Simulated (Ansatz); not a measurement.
C under changes of volume

One of the cells (5.672 Å³/atom); the others are scaled copies at fixed shape and fractional positions:

```
C
1.0
     0.00000    1.78337    1.78337
     1.78337    0.00000    1.78337
     1.78337    1.78337    0.00000
C
2
Direct
  0.75000 0.75000 0.75000
  0.50000 0.50000 0.50000
```

This isn't the form of C at room conditions, which is graphite.

```yaml
Program: Ansatz 0.2.0
Functional: BLYP
Dispersion: D3(BJ)
Potentials_or_basis: Ansatz PAW
Cutoff: "420 eV (not typed: the program's choice for these potentials)"
k_mesh: 13 × 13 × 13
Occupations: fermi-dirac, width 0.05 eV
Spin: no spin polarisation
```

```tsv
volume (Å³/atom)	energy over the lowest point (meV/atom)	pressure (GPa)	gap on the mesh (eV)
5.332	31.52	30.3	4.62
5.445	13.93	19.5	4.57
5.558	3.68	9.7	4.52
5.672	0.00	0.7	4.47
5.785	?	?	?
5.899	10.31	-14.8	4.37
6.012	23.23	-21.5	4.33
```

Task: What does the run at 5.785 Å³/atom give?

Result: Energy over the lowest point 2.41 meV/atom; pressure -7.4 GPa; gap on the mesh 4.42 eV.

Worked out: A Birch-Murnaghan fit of order 3 (a polynomial in V^(-2/3)) to the other rows has its minimum at 5.68 Å³/atom with B0 = V·E''(V) = 425 GPa and B' = 3.7. It gives 2.37 meV/atom at 5.785 Å³/atom, against the run's 2.41, and -dE/dV = -7.4 GPa, against -7.4. A straight line through the other rows of the gap, of slope -2.44 eV per unit of ln V, gives 4.42 eV, against the run's 4.42.

Energies are extrapolated to zero smearing.

Caveats: odd divisions of the mesh miss points on the zone boundary, where band edges often lie, so the gap on the mesh can be too wide; the PAW data sets come from PBE, with cores solved anew for the run's functional, which leaves a small shift of forces and pressure.

A mesh can miss the band edges.
